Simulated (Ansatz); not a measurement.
**Be: how the settings move a single-point run**

Aim: see which settings change the result for Be, by how much, and at what cost.

The COD cell was measured well above room temperature, so it is larger than a cold one.

Computed with Ansatz 0.2.0 (reference: DFT, PBE, all-electron PAW with datasets made for the crystal, scalar-relativistic, unless a step's input says otherwise).

1 further run of the same task is left out (set aside as unsound or not needed).

## (1) The structure to begin with

Symmetry: P6_3/mmc, No. 194, hexagonal system. Conventional cell: a = 2.300 Å, b = 2.300 Å, c = 3.601 Å, α = 90.00°, β = 90.00°, γ = 120.00°. Around Be (site symmetry -6m2) lie 12 Be at 2.24 to 2.30 Å.

As a file:

```cif
data_structure
_symmetry_space_group_name_H-M 'P 1'
_symmetry_Int_Tables_number 1
_cell_length_a 2.2995
_cell_length_b 2.2995
_cell_length_c 3.6009
_cell_angle_alpha 90.000
_cell_angle_beta 90.000
_cell_angle_gamma 120.000
_cell_volume 16.49
loop_
_atom_site_label
_atom_site_type_symbol
_atom_site_fract_x
_atom_site_fract_y
_atom_site_fract_z
_atom_site_occupancy
Be1 Be 0.33333 0.66667 0.25000 1
Be2 Be 0.66667 0.33333 0.75000 1
```

## (2) Reference

Contents of input.yaml:

```yaml
crystal:
  lattice:
    - [2.2995019849, 0.0, 0.0]
    - [-1.1497509925, 1.991427135, 0.0]
    - [0.0, 0.0, 3.6009]
  atoms:
    - { symbol: Be, position: [0.3333333333, 0.6666666667, 0.25] }
    - { symbol: Be, position: [0.6666666667, 0.3333333333, 0.75] }
kpoints:
  mp_grid: { grid: [20, 20, 11] }
  band_path:
    path:
      - [0.0, 0.0, 0.0]
      - [0.5, 0.0, 0.0]
      - [0.3333333333, 0.3333333333, 0.0]
      - [0.0, 0.0, 0.0]
      - [0.0, 0.0, 0.5]
      - [0.5, 0.0, 0.5]
      - [0.3333333333, 0.3333333333, 0.5]
      - [0.0, 0.0, 0.5]
      - [0.5, 0.0, 0.5]
    npoints: 8
scf:
  occupations: { method: fermi_dirac, width: 0.05 }
hamiltonian:
  xc: pbe
  pseudopotentials: { kind: all_electron, datasets: crystal }
output:
  forces: true
  stress: true
  eigenvalues: true
  efg: { contact_densities: true }
```

Command:

```sh
ansatz run input.yaml --threads 1 --pin off --max-ram 2048MiB --backend cpu --events-out ev --progress --plain --runs-dir out
```

## (3) Changed: symmetry.detect false, n_extra_bands 2, dispersion d4

Changes to input.yaml since step 2:

```diff
@@ -8,2 +8,3 @@
     - { symbol: Be, position: [0.6666666667, 0.3333333333, 0.75] }
+  symmetry: { detect: false }
 kpoints:
@@ -24,2 +25,3 @@
   occupations: { method: fermi_dirac, width: 0.05 }
+  n_extra_bands: 2
 hamiltonian:
@@ -27,2 +29,3 @@
   pseudopotentials: { kind: all_electron, datasets: crystal }
+  dispersion: d4
 output:
```

## (4) Variant: n_extra_bands 8

Changes to input.yaml since step 2:

```diff
@@ -24,2 +24,3 @@
   occupations: { method: fermi_dirac, width: 0.05 }
+  n_extra_bands: 8
 hamiltonian:
```

Before running it: what results should come out? Wanted: for each run, ending; energy change; pressure; gap; force.

As calculated:

| run | ending | energy change | pressure (GPa) | gap (eV) | force (eV/Å) | cycles | time |
| --- | --- | --- | --- | --- | --- | --- | --- |
| reference | converged | 0 | -4.7 | 0.00 | 0.00 | 5 | 6.5 s |
| 1: symmetry.detect false, n_extra_bands 2, dispersion d4 | converged | -109.0 meV/atom (offset of the dispersion model) | -6.8 | 0.00 | 0.00 | 5 | 53 s |
| 2: n_extra_bands 8 | converged | 0.0 meV/atom | -4.7 | 0.00 | 0.00 | 5 | 7.6 s |

Residual by cycle in the longest SCF loop of each run; runs are numbered as in the table. The quantity is the density residual dr2, in eV.

| cycle | reference | run 1 | run 2 |
| --- | --- | --- | --- |
| 1 | 0.0424 | 0.0424 | 0.0424 |
| 2 | 0.0172 | 0.0171 | 0.0172 |
| 3 | 1.5e-4 | 1.6e-4 | 1.5e-4 |
| 4 | 1.2e-5 | 1.2e-5 | 1.2e-5 |
| 5 | 6.1e-9 | 7.0e-9 | 6.0e-9 |

«n_extra_bands 8» leaves the energy as it was. The pressure spans -6.8 to -4.7 GPa over the reference and the converged variants. Of the variants the dearest is «symmetry.detect false, n_extra_bands 2, dispersion d4» (53 s), the cheapest «n_extra_bands 8» (7.6 s), on a shared host.

The datasets were made anew for the changed input, so energy differences between these runs can be off by several times the datasets' stated error.
